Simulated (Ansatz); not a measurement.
Rows from a G0W0 calculation on In3GaP4 (quasi-random alloy, started on the GaP lattice) (P1) (Ansatz 0.2.0; G0W0 on LDA, plane waves, PAW; 2×2×2 mesh, 992 empty bands, screening to 70 eV), in eV. Spin-orbit coupling is left out.

| row | k | band | start | Σx | Σc at the solution | Vxc |
| --- | --- | --- | --- | --- | --- | --- |
| A | Γ | c1 | 7.899 | -10.453 | -3.715 | -14.838 |
| B | Γ | c3 | 8.599 | -6.931 | -3.654 | -10.905 |
| C | Γ | v1 | 7.119 | -16.881 | 1.390 | -15.470 |
| D | Γ | v2 | 7.101 | -16.874 | 1.386 | -15.465 |
| E | Γ | c2 | 8.573 | -7.037 | -3.651 | -11.015 |
| F | Γ | v3 | 7.085 | -16.852 | 1.382 | -15.446 |

Question: Work out each quasiparticle level and how far it moved.

The quasiparticle equation reads E = start + Σx + Σc(E) − Vxc.

| row | E (eV) | shift (eV) |
| --- | --- | --- |
| A | 8.568 | +0.669 |
| B | 8.919 | +0.320 |
| C | 7.098 | −0.021 |
| D | 7.078 | −0.022 |
| E | 8.902 | +0.328 |
| F | 7.061 | −0.024 |

The gap over the computed points goes from 0.78 eV to 1.47 eV.

Limits: not at the basis limit; no spin-orbit coupling; coarse k mesh.

[Runs of the session that timed out or met a known fault of the program may be left out.]

[Cells called generated may have been cut or substituted from an entry of the Crystallography Open Database or the Materials Project.]

[Hosts, paths, dates, database ids (printed as entryN), source tags and the programs' standing remarks are cut or masked in the printed files.]
